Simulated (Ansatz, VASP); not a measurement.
## One calculation of CdS, two programs

File INCAR:

```
  ALGO = Normal
  EDIFF = 1E-6
  ENCUT = 520
  GGA = PE
  ISIF = 2
  ISMEAR = 0
  LASPH = True
  LCHARG = False
  LREAL = False
  LWAVE = False
  NBANDS = 26
  NELM = 100
  PREC = Accurate
  SIGMA = 0.02
```

KPOINTS

```
k-points
0
Gamma
  6 6 6
```

The input POSCAR:

```
CdS
1.0
    4.1909898908      0.0000000000      0.0000000000
    0.0000000000      5.9269547575      0.0000000000
    0.0000000000      0.0000000000      4.1909898908
Cd S
2 2
Direct
    0.0000000000      0.0000000000      0.0000058500
    0.5000000000      0.5000000000      0.5000058500
    0.5000000000      0.2500000000      0.0000058500
    0.0000000000      0.7500000000      0.5000058500
```

Input for Ansatz:

```yaml
crystal:
  lattice:
    - [4.1909898908, 0.0, 0.0]
    - [0.0, 5.9269547575, 0.0]
    - [0.0, 0.0, 4.1909898908]
  atoms:
    - { symbol: Cd, position: [0.0, 0.0, 5.85e-06] }
    - { symbol: S, position: [0.5, 0.25, 5.85e-06] }
    - { symbol: Cd, position: [0.5, 0.5, 0.50000585] }
    - { symbol: S, position: [0.0, 0.75, 0.50000585] }
basis:
  ecutwfc: 420
kpoints:
  mp_grid: { grid: [6, 6, 6] }
  band_path:
    path:
      - [[0.0, 0.0, 0.0], [0.0, 1.0, 0.0], [0.25, 1.0, 0.0]]
      - [[0.375, 0.75, -0.375], [0.0, 0.0, 0.0], [0.5, 0.5, 0.0], [0.25, 1.0, -0.25], [0.0, 1.0, 0.0]]
    npoints: 10
hamiltonian:
  xc: pbe
  pseudopotentials: { kind: paw, azcp: { folder: soft_1 } }
scf:
  occupations: { method: gaussian, width: 0.02 }
  n_extra_bands: 8
output:
  forces: true
  stress: true
  eigenvalues: true
  write_density: true
  write_potential: true
  elf: true
  volumetric_format: npy
```

Alike in both runs: task single point; functional PBE; k mesh 6 × 6 × 6; occupations gaussian, width 0.02 eV; no spin polarisation.

|  | VASP | Ansatz |
| --- | --- | --- |
| version | VASP 6.6.1 | Ansatz 0.2.0 |
| potentials or method | VASP PAW PBE potentials, release 64 (Cd, S) | scalar-relativistic, plane waves, PAW |
| plane-wave cutoff (eV) | 520 | 420 |
| valence electrons in the cell | 36 | 52 |

```tsv
	VASP	Ansatz	Ansatz less VASP
gap on the k mesh at the Fermi level (eV)	1.04	1.04	-0.003
least direct gap on the mesh (eV)	1.04	1.04	-0.003
pressure (GPa)	0.3	0.0	-0.29
```

The two sets of potentials don't hold the same shells in valence.

A hybrid or GW would open this gap; PBE tends to underestimate it.
